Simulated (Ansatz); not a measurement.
## Be2C under changes of volume

One of the cells (6.765 Å³/atom); the others are scaled copies at fixed shape and fractional positions:

```
C Be
1.0
     0.00000    2.16500    2.16500
     2.16500    0.00000    2.16500
     2.16500    2.16500    0.00000
C Be
1 2
Direct
  0.00000 0.00000 0.00000
  0.75000 0.75000 0.75000
  0.25000 0.25000 0.25000
```

| Property | Result |
| --- | --- |
| Program | Ansatz 0.2.0 |
| Functional | LDA |
| Potentials or basis | Ansatz PAW |
| Cutoff | 420 eV (not typed: the program's choice for these potentials) |
| k mesh | 11 × 11 × 11 |
| Occupations | fermi-dirac, width 0.05 eV |
| Spin | no spin polarisation |

```tsv
volume (Å³/atom)	energy over the lowest point (meV/atom)	pressure (GPa)	gap on the mesh (eV)
6.359	1.56	4.2	1.31
6.495	0.00	-0.5	1.30
6.630	2.26	-4.8	1.29
6.765	7.95	-8.7	1.28
6.901	?	?	?
7.036	28.47	-15.4	1.26
7.171	42.77	-18.4	1.24
```

Task: What does the run at 6.901 Å³/atom give?

Result: Energy over the lowest point 16.78 meV/atom; pressure -12.2 GPa; gap on the mesh 1.27 eV.

Worked out: A Birch-Murnaghan fit of order 3 (a polynomial in V^(-2/3)) to the other rows has its minimum at 6.48 Å³/atom with B0 = V·E''(V) = 216 GPa and B' = 3.4. It gives 16.81 meV/atom at 6.901 Å³/atom, against the run's 16.78, and -dE/dV = -12.2 GPa, against -12.2. A straight line through the other rows of the gap, of slope -0.558 eV per unit of ln V, gives 1.27 eV, against the run's 1.27.

Energies are extrapolated to zero smearing.

Caveats: odd divisions of the mesh miss points on the zone boundary, where band edges often lie, so the gap on the mesh can be too wide; the PAW data sets come from PBE, with cores solved anew for the run's functional, which leaves a small shift of forces and pressure.

A mesh can miss the band edges.
